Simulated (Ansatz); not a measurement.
Phase order of Rh (with spin–orbit coupling)

Structure types of Rh are relaxed in primitive cells with their symmetry kept at 0 GPa, first on PAW files, then by LAPW. The enthalpy is E + pV at zero temperature, without zero-point motion. Only the types listed were tried, and differences under about 5 meV/atom are mesh noise.

Computed with Ansatz 0.2.0; functional PBE, with spin–orbit coupling. Settings: Fermi–Dirac smearing of 0.05 eV, no spin polarisation. Methods: LAPW: all electrons, basis error target 0.5 meV/atom; PAW: frozen-core files, cutoff 420 eV.

k meshes: fcc 18×18×18, bcc 19×19×19, hcp 17×17×10.

Question: Which type is lowest in enthalpy, and by how much?

Answer: fcc, 39 meV/atom below hcp. The whole table:

```tsv
start type	ends as	a, b, c (Å)	V (Å³/atom)	H − H(lowest), LAPW (meV/atom)	same, PAW
fcc	fcc, Fm-3m	3.831, 3.831, 3.831	14.06	0.0	0.0
bcc	bcc, Im-3m	3.071, 3.071, 3.071	14.49	353.7	353.2
hcp	hcp, P6_3/mmc	2.724, 2.724, 4.390	14.11	38.8	38.8
```
